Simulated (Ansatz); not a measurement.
The cell comes from COD entry 2310957, which wasn't checked; take it as a given geometry. The listed cell was then made from it by scaling, straining or moving an atom.

TaN: DFT, PBE, all-electron LAPW, scalar-relativistic (Ansatz 0.2.0). What sets it apart from a plain run of this crystal: zz strain of +2 %.

Command: `ansatz run input.yaml --threads 1 --pin off --max-ram 3072MiB --backend cpu --events-out ev --progress --plain --runs-dir out` The run took 19 s on 1 thread of Intel(R) Xeon(R) Platinum 8488C (Sapphire Rapids), with other jobs on the host, peak memory 0.47 GiB.

```yaml
crystal:
  lattice:
    - [0.0, 2.179, 2.22258]
    - [2.179, 0.0, 2.22258]
    - [2.179, 2.179, 0.0]
  atoms:
    - { symbol: Ta, position: [0.5, 0.5, 0.5] }
    - { symbol: "N", position: [0.0, 0.0, 0.0] }
kpoints:
  mp_grid: { grid: [9, 9, 9] }
  band_path:
    path:
      - [0.0, 0.0, 0.0]
      - [0.0, 0.5, 0.5]
      - [0.25, 0.75, 0.5]
      - [0.0, 0.5, 0.0]
      - [0.0, 0.0, 0.0]
      - [0.5, 0.5, 0.0]
      - [0.3701460977, 0.6298539023, 0.0]
      - [-0.3701460977, 0.3701460977, 0.0]
      - [0.0, 0.0, 0.0]
    npoints: 5
scf:
  occupations: { method: fermi_dirac, width: 0.02 }
hamiltonian:
  xc: pbe
  pseudopotentials: { kind: all_electron, lapw: { basis_error: 0.0005 } }
output:
  forces: true
  stress: true
  eigenvalues: true
```

Output (standing set-up lines are left out):

```
Crystal: 2 atoms, lattice volume = 21.106 Å³
Basis set: ecut = 396.7683417368298 eV, 363 PW (Γ), exchange–correlation at level 2
Symmetry: 16 space group operations
Space group: I4/mmm (ITA 139), of the structure as read, at distance tolerance 2.8e-5 Å
k-points: 75 of 729
iter 1 solved again at ethr=8.48e-3 eV; its pass at ethr=1.00e-1 eV (dr2=4.24e0 eV) is discarded
SCF iter   1: F=—  HF=-426062.657133 eV  |F-HF|=—  |Δ(HF+E_count)|=         —  Δρ=1.29e-1  dr2=4.24e0  ethr=8.48e-3  ⟨swp⟩=2.0  Hψ=14310  notcnv=0
preconditioner: auto → Kerker (q_TF=auto, 3.150 Å⁻¹)  [metal: Δε(μ)=0.035 eV  Ē_g=23.134 eV  σ=0.020 eV  W_gap=0.40  n_scr=14 (ndim 8)  ℏωp=44.3 eV  f_vac=0.000  D(μ)=0.58/eV (n_scr^D=0)]
iter 2 solved again at ethr=3.37e-4 eV; its pass at ethr=8.47e-3 eV (dr2=1.68e-1 eV) is discarded
SCF iter   2: F=—  HF=-426060.920579 eV  |F-HF|=—  |Δ(HF+E_count)|=    1.74e0  Δρ=2.64e-2  dr2=1.68e-1  ethr=3.37e-4  ⟨swp⟩=2.0  Hψ=11406  notcnv=0
SCF iter   3: F=—  HF=-426060.911925 eV  |F-HF|=—  |Δ(HF+E_count)|=         —  Δρ=3.11e-2  dr2=2.83e-1  ethr=3.36e-4  ⟨swp⟩=2.0  Hψ=7125  notcnv=0
the basis was enlarged: its passes take 739.0 KiB over the memory plan, 1 of 1 planned eigensolver slots
SCF iter   4: F=—  HF=-426060.935920 eV  |F-HF|=—  |Δ(HF+E_count)|=   2.40e-2  Δρ=1.20e-2  dr2=4.19e-2  ethr=3.36e-4  ⟨swp⟩=2.0  Hψ=6881  notcnv=0
SCF iter   5: F=—  HF=-426060.873459 eV  |F-HF|=—  |Δ(HF+E_count)|=   6.25e-2  Δρ=3.90e-3  dr2=1.24e-3  ethr=8.38e-5  ⟨swp⟩=2.0  Hψ=7108  notcnv=0
SCF iter   6: F=—  HF=-426060.872656 eV  |F-HF|=—  |Δ(HF+E_count)|=   8.02e-4  Δρ=1.41e-3  dr2=5.61e-4  ethr=2.48e-6  ⟨swp⟩=2.6  Hψ=6997  notcnv=0
SCF iter   7: F=—  HF=-426060.872579 eV  |F-HF|=—  |Δ(HF+E_count)|=   7.73e-5  Δρ=4.12e-4  dr2=3.19e-5  ethr=1.12e-6  ⟨swp⟩=2.0  Hψ=6764  notcnv=0
SCF iter   8: F=—  HF=-426060.872584 eV  |F-HF|=—  |Δ(HF+E_count)|=   4.35e-6  Δρ=1.44e-4  dr2=5.11e-6  ethr=6.37e-8  ⟨swp⟩=2.0  Hψ=6764  notcnv=0
SCF iter   9: F=—  HF=-426060.872582 eV  |F-HF|=—  |Δ(HF+E_count)|=   1.67e-6  Δρ=4.14e-5  dr2=4.18e-7  ethr=1.02e-8  ⟨swp⟩=2.0  Hψ=6765  notcnv=0
SCF iter  10: F=-426060.872582 eV  HF=-426060.872582 eV  |F-HF|=7.16e-9  |Δ(HF+E_count)|=   1.11e-7  Δρ=8.57e-6  dr2=1.39e-8  ethr=8.35e-10  ⟨swp⟩=2.1  Hψ=6777  notcnv=0
SCF 1 converged in 10 iterations: F = -426060.872582 eV  dr2 = 1.39e-8
NSCF: frozen V_eff on 41 k-points
SCF converged after 10 iterations
Free energy (F): -426060.872582 eV
Harris-Foulkes:  -426060.872582 eV  (|F-HF|=7.16e-9)
Internal energy: -426060.870710 eV  (E = F + TS)
E sigma→0 (E₀):  -426060.871646 eV
Entropy (-TS):   -0.001872 eV (-0.936 meV/atom)
Fermi energy:    27.094221 eV
--- Per-component energies (eV) ---
  E_band       = -4692.605739
  E_kinetic    = 475424.534634
  E_xc         = -8813.128040
  E_electrostatic = -892672.277304  (all electrons and nuclei)
  E_smearing   = -0.001872  (= −TS)
  E_closure    = 0.000000  (closes the sum)
  E_atoms      = -426041.112071  (free atoms, spherical and without spin; not in F)
  Σ components = -426060.872582   (vs F -426060.872582, Δ=0.00e0)
  Basis errors (estimates in eV, not in F): energy 1.7e-4 per atom: plane waves 1.5e-4 (8.5e-5 summed), levels above the bands 3.8e-203, relativity 2.9e-8, radial functions 2.3e-5, core shells 7.4e-7; eigenvalues (radial functions only) 1.4e-6; not estimated: angular momenta, meshes, grids; target (lapw.basis_error) 5.0e-4; muffin-tin radii N 0.923 Å, Ta 1.256 Å
--- Forces (eV/Å), atoms counted from 1 ---
  atom   1  Ta    -0.00000000     0.00000000     0.00000000
  atom   2  N     -0.00000000     0.00000000     0.00000000
  max |Σ_I F_I| component: 1.34e-29 eV/Å
--- Stress (GPa, compression-positive) ---
       11.983983       0.000000       0.000000
        0.000000      11.983983       0.000000
        0.000000       0.000000      -1.627169
  P = ⅓ Tr σ = 7.4469 GPa (74.469 kbar)
--- Band table (eV; the first three rows and the last of 75) ---
  k-point 0: bands = ["-369.5537", "-369.5461", "-369.5461", "-351.3283", "-191.1239", "-191.1151", "-191.0943", "-191.0943", "-191.0887", "-42.2655", "-8.5225", "-8.5095", "-8.5095", "5.9564", "5.9632", "5.9632", "6.0009", "6.0351", "6.0360", "6.0360", "8.2853", "23.3010", "23.3846", "23.3846", "24.9201", "25.1619", "25.1619", "27.0546", "27.4157", "28.8563"]
  k-point 1: bands = ["-369.5537", "-369.5461", "-369.5461", "-351.3283", "-191.1239", "-191.1151", "-191.0943", "-191.0943", "-191.0887", "-42.2586", "-8.6246", "-8.5297", "-8.5179", "5.9539", "5.9640", "5.9676", "6.0043", "6.0309", "6.0310", "6.0360", "8.5878", "22.0526", "22.4429", "22.5057", "25.4230", "25.5731", "25.6080", "28.1457", "28.5358", "29.7025"]
  k-point 2: bands = ["-369.5537", "-369.5461", "-369.5461", "-351.3283", "-191.1239", "-191.1151", "-191.0943", "-191.0943", "-191.0887", "-42.2414", "-8.8949", "-8.5591", "-8.5391", "5.9410", "5.9747", "5.9785", "6.0134", "6.0188", "6.0204", "6.0366", "9.3926", "20.0042", "21.1308", "21.1768", "26.2122", "26.4778", "26.5261", "30.2674", "30.7461", "31.3675"]
  k-point 74: bands = ["-369.5537", "-369.5461", "-369.5461", "-351.3283", "-191.1239", "-191.1151", "-191.0943", "-191.0943", "-191.0887", "-42.1911", "-9.2354", "-8.8379", "-8.7691", "5.9860", "5.9900", "5.9942", "5.9959", "6.0016", "6.0056", "6.0399", "9.6656", "20.3520", "20.9913", "22.1388", "23.2802", "30.1186", "30.5519", "30.5942", "31.9182", "34.3164"]
```
